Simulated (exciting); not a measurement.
Write the native input for exciting (release sodium) that does the following.

- Task: single point
- Functional: RPBE
- Potentials or basis: all-electron LAPW+lo, shipped species files, valence relativity iora*
- rgkmax: 9
- k mesh: 11 × 11 × 11
- Occupations: methfessel-paxton-2, width 0.05 eV
- Spin: no spin polarisation
- outputlevel: low
- gmaxvr (cutoff of density and potential): 14 1/bohr
- lmaxapw (and lmaxmat): 10
- lmaxvr: 8
- nempty: 12
- Valence relativity: iora*
- epsengy: 1e-05 Ha
- epspot: 1e-05 Ha
- maxscl: 60
- Muffin-tin radii: Au 2.3 bohr

Crystal: Au.

```
CELL_PARAMETERS angstrom
0.00613 2.01572 2.03325
2.07595 0.01023 2.02915
2.07465 2.01032 0.01153
ATOMIC_POSITIONS crystal
Au 0.99105 0.00541 0.99373
```

The cell isn't the ideal one: cell strained at random at fixed volume.

One way to write it, as run:

input.xml

```xml
<input>
  <title>Au</title>
  <structure speciespath="./" tshift="false">
    <crystal scale="5.4104539573">
      <basevect>0.002139996395 0.704037857668 0.710159218338</basevect>
      <basevect>0.725073180486 0.003572714726 0.708726500007</basevect>
      <basevect>0.724620173251 0.702152132103 0.004025721961</basevect>
    </crystal>
    <species speciesfile="Au.xml" rmt="2.3">
      <atom coord="-0.008947000000 0.005412000000 -0.006273000000"/>
    </species>
  </structure>
  <groundstate do="fromscratch" ngridk="11 11 11" rgkmax="9" gmaxvr="14" lmaxapw="10" lmaxmat="10" lmaxvr="8" stype="Methfessel-Paxton 2" swidth="0.00183747" nempty="12" ValenceRelativity="iora*" epsengy="1e-05" epspot="1e-05" maxscl="60" tforce="true" outputlevel="low">
    <libxc exchange="XC_GGA_X_RPBE" correlation="XC_GGA_C_PBE"/>
  </groundstate>
</input>
```

Potentials or basis: all-electron LAPW+lo, shipped species files, valence relativity iora*.

Command:

```console
$ OMP_NUM_THREADS=1 exciting_smp
```

Results of the run:

| Property | Result |
| --- | --- |
| Band gap on the k mesh | none (metal or under the smearing width) |

It took 9.4 min on 1 thread of Arm Neoverse V1, on a shared host, peak memory 0.11 GiB.
